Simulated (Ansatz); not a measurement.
# CdS (P1) in Ansatz: convergence with basis error

Aim: find how far basis error must go before the results for CdS settle, at LDA. This setting moves, with any that are tied to it; all else stays.

Program: Ansatz 0.2.0. These are calculated values, not measurements. Logs are shortened: lines on timing, memory, paths and dates and some standing lists are left out, and cuts for length are marked.

### Step 1. The cell of the first run

The typed cell holds 2 atoms: a = 3.894 Å, b = 3.894 Å, c = 3.894 Å, α = 60.00°, β = 60.00°, γ = 60.00°.

The cell comes from a database or a generator and needn't be the stable form of this composition.

The cell isn't the ideal one: atoms moved at random, drawn with an rms of 0.15 Å.

### Step 2. With basis error 0.03 eV/atom

Contents of input.yaml:

```yaml
crystal:
  lattice:
    - [0.0, 2.753244, 2.753244]
    - [2.753244, 0.0, 2.753244]
    - [2.753244, 2.753244, 0.0]
  atoms:
    - { symbol: Cd, position: [0.010834, 0.022667, -0.021787] }
    - { symbol: S, position: [0.506142, 0.507387, 0.480313] }
kpoints:
  mp_grid: { grid: [5, 5, 5] }
scf:
  occupations: { method: fermi_dirac, width: 0.05 }
hamiltonian:
  xc: lda
  pseudopotentials: { kind: all_electron, lapw: { basis_error: 0.03 } }
output:
  forces: true
  stress: true
  eigenvalues: true
```

Potentials or basis: all-electron LAPW, scalar-relativistic.

On the command line:

```
ansatz run input.yaml --threads 1 --pin off --max-ram 3072MiB --backend cpu --events-out ev --progress --plain --runs-dir out
```

Run time: 2.8 s. Hardware: 1 thread of AMD EPYC 9R45 (Zen 5), shared host; peak memory 0.28 GiB.

Results:

```
Free energy            : -162930.1975 eV
Pressure               : -6.6 GPa
Largest force          : 0.043 eV/Å
Band gap on the k mesh : 0.49 eV, indirect (least direct gap 1.29 eV)
```

### Step 3. With basis error 0.01 eV/atom

Changes to input.yaml since step 2:

```diff
@@ -14,3 +14,3 @@
   xc: lda
-  pseudopotentials: { kind: all_electron, lapw: { basis_error: 0.03 } }
+  pseudopotentials: { kind: all_electron, lapw: { basis_error: 0.01 } }
 output:
```

Potentials or basis: all-electron LAPW, scalar-relativistic.

On the command line:

```
ansatz run input.yaml --threads 1 --pin off --max-ram 3072MiB --backend cpu --events-out ev --progress --plain --runs-dir out
```

It took 3.4 s on 1 thread of AMD EPYC 9R45 (Zen 5), shared host; peak memory 0.3 GiB.

Results:

| Quantity | Value |
| --- | --- |
| Free energy | -162930.2086 eV |
| Pressure | -6.6 GPa |
| Largest force | 0.043 eV/Å |
| Band gap on the k mesh | 0.49 eV, indirect (least direct gap 1.29 eV) |

### Step 4. With basis error 0.003 eV/atom

Changes to input.yaml since step 3:

```diff
@@ -14,3 +14,3 @@
   xc: lda
-  pseudopotentials: { kind: all_electron, lapw: { basis_error: 0.01 } }
+  pseudopotentials: { kind: all_electron, lapw: { basis_error: 0.003 } }
 output:
```

On the command line:

```
ansatz run input.yaml --threads 1 --pin off --max-ram 3072MiB --backend cpu --events-out ev --progress --plain --runs-dir out
```

It took 4.2 s on 1 thread of AMD EPYC 9R45 (Zen 5), shared host; peak memory 0.31 GiB.

Results:

```yaml
Free_energy: -162930.2131 eV
Pressure: -6.6 GPa
Largest_force: 0.042 eV/Å
Band_gap_on_the_k_mesh: 0.49 eV, indirect (least direct gap 1.29 eV)
```

### Step 5. With basis error 0.001 eV/atom

Changes to input.yaml since step 4:

```diff
@@ -14,3 +14,3 @@
   xc: lda
-  pseudopotentials: { kind: all_electron, lapw: { basis_error: 0.003 } }
+  pseudopotentials: { kind: all_electron, lapw: { basis_error: 0.001 } }
 output:
```

On the command line:

```
ansatz run input.yaml --threads 1 --pin off --max-ram 3072MiB --backend cpu --events-out ev --progress --plain --runs-dir out
```

Run time: 5.4 s. Hardware: 1 thread of AMD EPYC 9R45 (Zen 5), shared host; peak memory 0.34 GiB.

What came out:

```yaml
Free_energy: -162930.2142 eV
Pressure: -6.6 GPa
Largest_force: 0.042 eV/Å
Band_gap_on_the_k_mesh: 0.49 eV, indirect (least direct gap 1.29 eV)
```

### Step 6. With basis error 0.0003 eV/atom

Changes to input.yaml since step 5:

```diff
@@ -14,3 +14,3 @@
   xc: lda
-  pseudopotentials: { kind: all_electron, lapw: { basis_error: 0.001 } }
+  pseudopotentials: { kind: all_electron, lapw: { basis_error: 0.0003 } }
 output:
```

Potentials or basis: all-electron LAPW, scalar-relativistic.

On the command line:

```
ansatz run input.yaml --threads 1 --pin off --max-ram 3072MiB --backend cpu --events-out ev --progress --plain --runs-dir out
```

It took 7.4 s on 1 thread of AMD EPYC 9R45 (Zen 5), shared host; peak memory 0.38 GiB.

The run converged. Its results:

- Free energy: -162930.2145 eV
- Pressure: -6.6 GPa
- Largest force: 0.042 eV/Å
- Band gap on the k mesh: 0.49 eV, indirect (least direct gap 1.29 eV)

### Step 7. With basis error 0.0001 eV/atom

Changes to input.yaml since step 6:

```diff
@@ -14,3 +14,3 @@
   xc: lda
-  pseudopotentials: { kind: all_electron, lapw: { basis_error: 0.0003 } }
+  pseudopotentials: { kind: all_electron, lapw: { basis_error: 0.0001 } }
 output:
```

Potentials or basis: all-electron LAPW, scalar-relativistic.

On the command line:

```
ansatz run input.yaml --threads 1 --pin off --max-ram 3072MiB --backend cpu --events-out ev --progress --plain --runs-dir out
```

The log of the run:

```text
Warning: RAYON_NUM_THREADS=1 ignored (pool sized by the plan → 1); use --threads N
LAPW: plane waves up to 8.473 Å⁻¹, error target 1.0e-4 eV per atom; small_component_spin mean_spin; S in spheres of 1.189 Å, 14 of its electrons in bands, Dirac shells []; Cd in spheres of 1.510 Å, 20 of its electrons in bands, Dirac shells [] (how accurate: hamiltonian.pseudopotentials.lapw.basis_error, Limitations)
Engine: ansatz 0.2.0, x86_64-unknown-linux-gnu
Pseudopotentials: kind: all_electron
Pseudopotential: Cd, LAPW, valence charge 20, lapw/all_electron/scalar/gaussian/Cd, Koelling and Harmon's equation, gaussian nucleus
Pseudopotential: S, LAPW, valence charge 14, lapw/all_electron/scalar/gaussian/S, Koelling and Harmon's equation, gaussian nucleus
Functional definition: SPW92
  exchange = slater_x
  correlation = pw_c
Crystal: 2 atoms, lattice volume = 41.741 Å³
Basis set: ecut = 273.49710347423667 eV, 411 PW (Γ), exchange–correlation at level 2
Bands: 21, of which v1, the nominal top of the filled ones, is band 17 counted from 1 (16 counted from 0)
Symmetry: 1 space group operations
Space group: P1 (ITA 1), of the structure as read, at distance tolerance 3.5e-5 Å
k-points: 63 of 125 (time reversal used)
Non-local potential: Cd, projectors of the file, none
Non-local potential: S, projectors of the file, none
Initial density: superposition of atomic densities (chi_scale 0.1, normalization cell, long waves kept (reshape's long-wave potential 0.00 eV rms))
Initial wavefunctions: plane waves of lowest kinetic energy (no species holds an atomic orbital)
Functional: x = slater, c = lda
iter 1 solved again at ethr=3.72e-3 eV; its pass at ethr=1.00e-1 eV (dr2=1.26e0 eV) is discarded
SCF iter   1: F=—  HF=-162930.783469 eV  |F-HF|=—  |Δ(HF+E_count)|=         —  Δρ=3.89e-2  dr2=1.27e0  ethr=3.72e-3  ⟨swp⟩=2.0  Hψ=8805  notcnv=0
preconditioner: auto → none  [insulator: Δε(μ)=1.219 eV  Ē_g=11.758 eV  σ=0.050 eV  W_gap=1.00  n_scr=14 (ndim 8)  ℏωp=24.4 eV  f_vac=0.010  D(μ)=0.00/eV (n_scr^D=0)  ε∞_Penn≈5.3]
iter 2 solved again at ethr=1.01e-4 eV; its pass at ethr=3.72e-3 eV (dr2=3.43e-2 eV) is discarded
SCF iter   2: F=—  HF=-162930.289128 eV  |F-HF|=—  |Δ(HF+E_count)|=   4.94e-1  Δρ=9.61e-3  dr2=3.44e-2  ethr=1.01e-4  ⟨swp⟩=2.0  Hψ=7045  notcnv=0
SCF iter   3: F=—  HF=-162930.219859 eV  |F-HF|=—  |Δ(HF+E_count)|=   6.93e-2  Δρ=4.84e-3  dr2=1.24e-2  ethr=1.01e-4  ⟨swp⟩=2.9  Hψ=4177  notcnv=0  defer=1
SCF iter   4: F=—  HF=-162930.215096 eV  |F-HF|=—  |Δ(HF+E_count)|=         —  Δρ=1.04e-3  dr2=4.80e-4  ethr=3.65e-5  ⟨swp⟩=2.0  Hψ=3850  notcnv=0
the basis was enlarged: its passes take 168.1 KiB over the memory plan, 1 of 1 planned eigensolver slots
SCF iter   5: F=—  HF=-162930.214659 eV  |F-HF|=—  |Δ(HF+E_count)|=   4.37e-4  Δρ=2.11e-4  dr2=9.62e-6  ethr=1.41e-6  ⟨swp⟩=2.0  Hψ=3847  notcnv=0
SCF iter   6: F=—  HF=-162930.214656 eV  |F-HF|=—  |Δ(HF+E_count)|=   2.66e-6  Δρ=4.08e-5  dr2=7.08e-7  ethr=2.83e-8  ⟨swp⟩=2.0  Hψ=3847  notcnv=0
SCF iter   7: F=-162930.214656 eV  HF=-162930.214656 eV  |F-HF|=1.40e-8  |Δ(HF+E_count)|=   4.56e-8  Δρ=4.54e-6  dr2=1.52e-8  ethr=2.08e-9  ⟨swp⟩=2.0  Hψ=3848  notcnv=0
SCF 1 converged in 7 iterations: F = -162930.214656 eV  dr2 = 1.52e-8
SCF converged after 7 iterations
Free energy (F): -162930.214656 eV
Harris-Foulkes:  -162930.214656 eV  (|F-HF|=1.40e-8)
Internal energy: -162930.213961 eV  (E = F + TS)
E sigma→0 (E₀):  -162930.214309 eV
Entropy (-TS):   -0.000695 eV (-0.347 meV/atom)
Fermi energy:    10.398617 eV
--- Per-component energies (eV) ---
  E_band       = -1648.592038
  E_kinetic    = 170153.850190
  E_xc         = -4735.517756
  E_electrostatic = -328348.546395  (all electrons and nuclei)
  E_smearing   = -0.000695  (= −TS)
  E_closure    = 0.000000  (closes the sum)
  E_atoms      = -162923.050266  (free atoms, spherical and without spin; not in F)
  Σ components = -162930.214656   (vs F -162930.214656, Δ=0.00e0)
  Basis errors (estimates in eV, not in F): energy 3.4e-5 per atom: plane waves 3.1e-5 (1.7e-5 summed), levels above the bands 5.4e-75, relativity 1.2e-9, radial functions 3.6e-6, core shells 4.3e-8; eigenvalues (radial functions only) 1.5e-7; not estimated: angular momenta, meshes, grids; target (lapw.basis_error) 1.0e-4; muffin-tin radii S 1.189 Å, Cd 1.510 Å
--- Forces (eV/Å), atoms counted from 1 ---
  atom   1  Cd    -0.02229619    -0.00419904    -0.03572486
  atom   2  S      0.02230970     0.00420144     0.03574537
  max |Σ_I F_I| component: 2.05e-5 eV/Å
--- Stress (GPa, compression-positive) ---
       -6.650512      -0.001238      -0.009997
       -0.001238      -6.757530      -0.001921
       -0.009997      -0.001921      -6.505394
  P = ⅓ Tr σ = -6.6378 GPa (-66.378 kbar)
--- Band table (eV; the first three rows and the last of 63) ---
  k-point 0: bands = ["-193.4052", "-139.1053", "-139.1050", "-139.1050", "-91.2279", "-52.3893", "-52.3886", "-52.3884", "-2.5424", "2.4968", "2.5013", "2.5040", "2.5045", "2.5061", "9.3970", "9.4004", "9.4027", "10.6925", "19.1761", "19.1875", "19.2134"]
  k-point 1: bands = ["-193.4052", "-139.1053", "-139.1050", "-139.1050", "-91.2278", "-52.3894", "-52.3890", "-52.3886", "-2.2182", "2.3920", "2.3990", "2.4690", "2.5718", "2.5720", "7.2583", "9.6273", "9.6298", "12.7473", "17.0914", "17.9433", "17.9546"]
  k-point 2: bands = ["-193.4052", "-139.1053", "-139.1050", "-139.1050", "-91.2278", "-52.3898", "-52.3895", "-52.3888", "-1.5626", "2.2388", "2.2406", "2.3154", "2.6850", "2.6850", "5.4996", "10.0413", "10.0447", "13.4912", "16.0869", "16.0897", "16.4853"]
  k-point 62: bands = ["-193.4052", "-139.1053", "-139.1050", "-139.1050", "-91.2278", "-52.3900", "-52.3897", "-52.3889", "-1.4651", "2.2816", "2.3426", "2.4756", "2.7001", "2.7836", "5.6269", "8.2643", "9.6488", "13.6070", "15.3419", "16.8142", "17.9073"]
```

It took 8.3 s on 1 thread of AMD EPYC 9R45 (Zen 5), shared host; peak memory 0.4 GiB.

Results:

```
Free energy            : -162930.2147 eV
Pressure               : -6.6 GPa
Largest force          : 0.042 eV/Å
Band gap on the k mesh : 0.49 eV, indirect (least direct gap 1.29 eV)
```

### Step 8. Result

```csv
basis error,"energy less the tightest run, at zero smearing (meV/atom)",SCF cycles,CPU time (s),peak memory (GiB)
0.03 eV/atom,8.58,7,2.8,0.28
0.01 eV/atom,3.02,7,3.4,0.3
0.003 eV/atom,0.79,7,4.2,0.31
0.001 eV/atom,0.24,7,5.4,0.34
0.0003 eV/atom,0.06,7,7.4,0.38
0.0001 eV/atom,0.00,7,8.3,0.4
```

Against the tightest run, the energy stays within 1 meV/atom from 0.003 eV/atom on. The tightest run that finished is the yardstick and may itself not be fully converged.

Caveats: an odd mesh through Γ misses points on the zone boundary, where band edges often lie.
